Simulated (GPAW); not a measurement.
# HfN (P6_3/mmc) in GPAW: single point with PBEsol

Aim: the single point of HfN with PBEsol.

All numbers are computed with GPAW 26.7.0; they aren't measurements. Logs are shortened: lines on timing, memory, paths and dates and some standing lists are left out, and cuts for length are marked. The log counts tension as positive stress, the text compression.

### Step 1. The structure

It takes space group P6_3/mmc (No. 194, hexagonal). The conventional cell has a = 3.134 Å, b = 3.134 Å, c = 5.417 Å, α = 90.00°, β = 90.00°, γ = 120.00°. Hf (site symmetry -6m2) has 6 N at 2.26 Å as nearest neighbours. Around N (site symmetry -3m) lie 6 Hf at 2.26 Å.

The cell comes from a database or a generator and needn't be the stable form of this composition.

### Step 2. Single point, PBEsol

Contents of run.py:

```python
from ase import Atoms
from ase.dft.bandgap import bandgap
from ase.io import write
from ase.units import GPa
from gpaw import GPAW, PW, setup_paths

setup_paths.insert(0, '.')

atoms = Atoms(['Hf', 'Hf', 'N', 'N'],
              cell=[[3.1339080219, 0.0, 0.0],
                    [-1.566954011, 2.7140439601, 0.0],
                    [0.0, 0.0, 5.41676772]],
              scaled_positions=[[0.3333333333, 0.6666666667, 0.25],
                                [0.6666666667, 0.3333333333, 0.75],
                                [0.0, 0.0, 0.5],
                                [0.0, 0.0, 0.0]],
              pbc=True)

calc = GPAW(mode=PW(600),
            xc='PBEsol',
            kpts={'size': (8, 8, 4), 'gamma': True},
            occupations={'name': 'fermi-dirac', 'width': 0.05},
            nbands=33,
            maxiter=120,
            txt='gpaw.txt')
atoms.calc = calc
energy = atoms.get_potential_energy()
forces = atoms.get_forces()
stress = atoms.get_stress()
calc.write('gs.gpw')
write('result.traj', atoms)
print(f'Energy: {energy:.6f} eV')
print('Forces (eV/A):')
print(forces.round(4))
print('Stress (GPa):', (stress / GPa).round(3))
print('Fermi level:', round(calc.get_fermi_level(), 4), 'eV')
print(f'Gap: {bandgap(calc)[0]:.4f} eV, direct: {bandgap(calc, direct=True)[0]:.4f} eV')
```

Potentials or basis: PAW data sets generated in the run's folder for this functional, pw.

Started as:

```
$ gpaw-setup -f PBEsol Hf N
$ OMP_NUM_THREADS=1 python run.py
```

gpaw.txt:

```text
__  _  _
 | _ |_)|_||  |
 |__||  | ||/\| - 26.7.0

Input parameters:
  mode=PW(ecut=600.0),
  kpts=MonkhorstPack(size=(8, 8, 4), gamma=True),
  maxiter=120,
  nbands=33,
  occupations=Occupations(name='fermi-dirac', width=0.05),
  xc=XC(name='PBEsol')

Diagonalizing LCAO Hamiltonian
Converting LCAO to pw mode

            Hf

       N Hf

       N

Atoms  # Å, Bohr magnetons
|   | symbol |         x |        y |        z |    initial magnetic moments |
|---|--------|-----------|----------|----------|-----------------------------|
| 0 |     Hf | -0.000000 | 1.809363 | 1.354192 | ( 0.0000,  0.0000,  0.0000) |
| 1 |     Hf |  1.566954 | 0.904681 | 4.062576 | ( 0.0000,  0.0000,  0.0000) |
| 2 |      N |  0.000000 | 0.000000 | 2.708384 | ( 0.0000,  0.0000,  0.0000) |
| 3 |      N |  0.000000 | 0.000000 | 0.000000 | ( 0.0000,  0.0000,  0.0000) |

Unit cell  # Å
| periodic |         x |        y |        z |  lengths |     angles |
|----------|-----------|----------|----------|----------|------------|
|      yes |  3.133908 | 0.000000 | 0.000000 | 3.133908 |  90.000000 |
|      yes | -1.566954 | 2.714044 | 0.000000 | 3.133908 |  90.000000 |
|      yes |  0.000000 | 0.000000 | 5.416768 | 5.416768 | 120.000000 |

Number of symmetries: 12
Symmetry operations  # r_c * U_cc + t_c -> r_c
|    | kind |            matrix            |
|----|------|------------------------------|
|  0 |  σ   |  1, 1, 0,  0,-1, 0,  0, 0, 1 |
|  1 |  S6  |  1, 1, 0, -1, 0, 0,  0, 0,-1 |
|  2 |  E   |  1, 0, 0,  0, 1, 0,  0, 0, 1 |
|  3 |  C2  |  1, 0, 0, -1,-1, 0,  0, 0,-1 |
|  4 |  C2  |  0, 1, 0,  1, 0, 0,  0, 0,-1 |
|  5 |  C3  |  0, 1, 0, -1,-1, 0,  0, 0, 1 |
|  6 |  S6  |  0,-1, 0,  1, 1, 0,  0, 0,-1 |
|  7 |  σ   |  0,-1, 0, -1, 0, 0,  0, 0, 1 |
|  8 |  σ   | -1, 0, 0,  1, 1, 0,  0, 0, 1 |
|  9 |  i   | -1, 0, 0,  0,-1, 0,  0, 0,-1 |
| 10 |  C3  | -1,-1, 0,  1, 0, 0,  0, 0, 1 |
| 11 |  C2  | -1,-1, 0,  0, 1, 0,  0, 0,-1 |

BZ-sampling:
  Number of BZ points: 256
  Number of IBZ points: 35

  Monkhorst-Pack size: [8, 8, 4]
  Monkhorst-Pack shift: [0.0625, 0.0625, 0.125]

K-points  # in reciprocal-cell coordinates
|     |                                coordinates |     weight |
|-----|--------------------------------------------|------------|
|   0 | (  0.00000000,   0.00000000,   0.00000000) | 0.00390625 |
|   1 | (  0.00000000,   0.00000000,   0.25000000) | 0.00781250 |
|   2 | (  0.00000000,   0.00000000,   0.50000000) | 0.00390625 |
|   3 | (  0.12500000,   0.00000000,  -0.25000000) | 0.02343750 |
|   4 | (  0.12500000,   0.00000000,   0.00000000) | 0.02343750 |
|   5 | (  0.12500000,   0.00000000,   0.25000000) | 0.02343750 |
|   6 | (  0.12500000,   0.00000000,   0.50000000) | 0.02343750 |
|   7 | (  0.25000000,  -0.12500000,   0.00000000) | 0.02343750 |
|   8 | (  0.25000000,  -0.12500000,   0.25000000) | 0.04687500 |
|   9 | (  0.25000000,  -0.12500000,   0.50000000) | 0.02343750 |
| ... |                                            |            |
|  34 | (  0.50000000,   0.50000000,   0.50000000) | 0.01171875 |

Plane wave coefficients: 1581
Cutoff: 600.0 eV

Spin-components: 1 (collinear spins)
Bands:           33
Projectors:      22
Spin-degeneracy: 2
Datatype:        complex128

Parallelization:
  kpt:    1
  domain: 1
  band:   1

Density:
  Valence electrons: 34.0
  Components: 1
  Grid points: [18 18 32]
  Charge: 0.0  # |e|

Potential:
  Grid points: [18 18 32]

species:
  Hf:
    name:    Hafnium
    Z:       72.0
    valence: 12
    core:    60
    charge:  0.0  # [|e|]
    compensation charges:
      type: gauss
      rc: 0.41  # [Å]
      lmax: 2
    cutoffs:
      filter: 2.36  # [Å]
      core: 4.02  # [Å]
    projectors
    | kind |    occ | energy [eV] | rcut [Å] |
    |------|--------|-------------|----------|
    |   5s |  2.000 |     -66.855 |    1.397 |
    |   6s |  2.000 |      -5.120 |    1.397 |
    |   5p |  6.000 |     -35.615 |    1.307 |
    |   6p |  0.000 |      -1.375 |    1.307 |
    |   5d |  2.000 |      -2.724 |    1.334 |
    |    d |        |      24.487 |    1.334 |

    Using partial waves for Hf as LCAO basis

  N:
    name:    Nitrogen
    Z:       7.0
    valence: 5
    core:    2
    charge:  0.0  # [|e|]
    compensation charges:
      type: gauss
      rc: 0.18  # [Å]
      lmax: 2
    cutoffs:
      filter: 1.11  # [Å]
      core: 0.96  # [Å]
    projectors
    | kind |    occ | energy [eV] | rcut [Å] |
    |------|--------|-------------|----------|
    |   2s |  2.000 |     -18.455 |    0.603 |
    |   2p |  3.000 |      -7.035 |    0.529 |
    |    s |        |       8.756 |    0.603 |
    |    p |        |      20.177 |    0.529 |
    |    d |        |       0.000 |    0.577 |

    Using partial waves for N as LCAO basis

Reference energy: -822476.690814  # eV

eigensolver:
  PPCG
  Converge bands: occupied
  niter=2

density mixing:
  MSR1-Mixer
  Pratt-step length: 0.05
  Maximum mixing coefficient: 0.75
  Old densities: 10
  SVD Regularization: 0.005
  Good broyden scale: 1.0
  Trust region scale: 1.0
  Backstep threshold: 4.0
  History deletion threshold: 6.0
  Fourier metric: weight=20.0, sigma=0.015

occupation numbers:
  Fermi-Dirac:
    width: 0.0500  # eV

poisson solver:
  ecut: 4800.0  # eV

xc functional:
  name: PBEsol with 2 nearest neighbor stencil

convergence criteria:
- Maximum [total energy] change in last 3 cyles: 0.0005 eV / valence electron
- Maximum integral of absolute [dens]ity change: 0.0001 electrons / valence electron
- Maximum integral of absolute [eigenst]ate change: 4e-08 eV^2 / valence electron
maximum number of iterations: 120

SCF iterations
|iter     | |      energy | eigst |  dens |
|---------|-|-------------|-------|-------|
|iter:   1| |  -43.934123 | -0.08 |       |
|iter:   2| |  -42.922939 | -2.12 | -0.92 |
|iter:   3| |  -40.543274 | -1.26 | -0.98 |
|iter:   4| |  -40.551576 | -2.87 | -1.65 |
|iter:   5| |  -40.564773 | -3.13 | -1.87 |
|iter:   6| |  -40.564757c| -4.69 | -2.89 |
|iter:   7| |  -40.564723c| -4.91 | -3.22 |
|iter:   8| |  -40.564663c| -5.66 | -3.40 |
|iter:   9| |  -40.564664c| -7.61c| -4.11c|

Converged in 9 steps
Energy contributions relative to reference atoms: (reference = -822476.690814)

Energy contributions:
  Kinetic:          37.228249
  Coulomb:         -37.502337
  Zero:             -0.726840
  External:          0.000000
  Xc:              -39.554499
  Entropy:          -0.018476
  Spinorbit:         0.000000
  ----------------------------
  Free energy:     -40.573902
  Extrapolated:    -40.564664

dipole moment: (-7.785338, -13.484601, -13.456501)  # |e|*Ang

Fermi level: 13.128
Eigenvalues  # (at kpt = [0.000, 0.000, 0.000])
| band index |      eig [eV] | occ [0-2] |
|------------|---------------|-----------|
|          0 |       -48.836 |     2.000 |
|        ... |               |           |
|          9 |        -0.833 |     2.000 |
|         10 |         4.672 |     2.000 |
|         11 |         8.570 |     2.000 |
|         12 |         8.570 |     2.000 |
|         13 |         9.739 |     2.000 |
|         14 |         9.739 |     2.000 |
[... 8 lines left out ...]
|         23 |        18.916 |     0.000 |
|         24 |        18.916 |     0.000 |
|        ... |               |           |
|         32 |        41.350 |     0.000 |

No gap
No difference between direct/indirect transitions

Forces  # eV/Ang
|        x |        y |        z |
|----------|----------|----------|
|  0.00000 |  0.00000 |  0.00004 |  # Hf   0
| -0.00000 | -0.00000 | -0.00004 |  # Hf   1
| -0.00000 |  0.00000 |  0.00000 |  # N    2
| -0.00000 |  0.00000 |  0.00000 |  # N    3

Stress tensor  # eV/Ang^3
|        x |         y |         z |
|----------|-----------|-----------|
| 0.045525 |  0.000000 |  0.000000 |
| 0.000000 |  0.045525 | -0.000000 |
| 0.000000 | -0.000000 |  0.047625 |

# Writing to gs.gpw (mode='')
```

Wall time 43 s (1 thread of Arm Neoverse V1, shared host); peak memory 0.18 GiB.

Results:

| Property | Result |
| --- | --- |
| Free energy | -40.5739 eV |
| Pressure | -7.4 GPa |
| Band gap on the k mesh | none (metal or under the smearing width) |

Stress tensor (GPa, compression positive):
```
-7.29  0.00  0.00
 0.00 -7.29  0.00
 0.00  0.00 -7.63
```

Caveat: the cutoff is short for stress and forces, so pressures can be off by a GPa or more. The run has no spin-orbit coupling, so splittings on Hf are missing.
